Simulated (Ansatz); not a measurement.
The system is HgTe.

```
Hg Te
1.0
    -3.04560    3.04560    1.55941
     3.04560   -3.04560    1.55941
     3.04560    3.04560   -1.55941
Hg Te
1 1
Direct
  0.75000 0.25000 0.50000
  0.00000 0.00000 0.00000
```

Measurements of this composition are mostly on another form, of space group No. 216.

```yaml
Program: Ansatz 0.2.0
Task: relaxation of cell and atoms
Functional: PBEsol
Potentials_or_basis: all-electron LAPW, scalar-relativistic
Basis_error_allowed: 0.001 eV/atom
k_mesh: 10 × 10 × 10
Occupations: fermi-dirac, width 0.05 eV
Spin: no spin polarisation
```

At the start: volume 28.93 Å³/atom.

Q: Where does the relaxation end?

A: Over 6 steps the energy falls by 54.3 meV/atom and the volume is 26.61 Å³/atom (-8.0 %); space group I-4m2 (No. 119, to 0.05 Å).

The path:
| step | energy change (eV) | largest force (eV/Å) | volume (Å³) |
| --- | --- | --- | --- |
| 1 | 0.0000 | 0.0000 | 57.86 |
| 2 | -0.0981 | 0.0000 | 52.62 |
| 3 | -0.1061 | 0.0000 | 52.60 |
| 4 | -0.1083 | 0.0000 | 53.41 |
| 5 | -0.1085 | 0.0000 | 53.21 |
| 6 | -0.1085 | 0.0000 | 53.21 |

Final structure:
```
Hg Te
1.0
    -2.88530    2.88530    1.59799
     2.88530   -2.88530    1.59799
     2.88530    2.88530   -1.59799
Hg Te
1 1
Direct
  0.75000 0.25000 0.50000
  0.00000 0.00000 0.00000
```
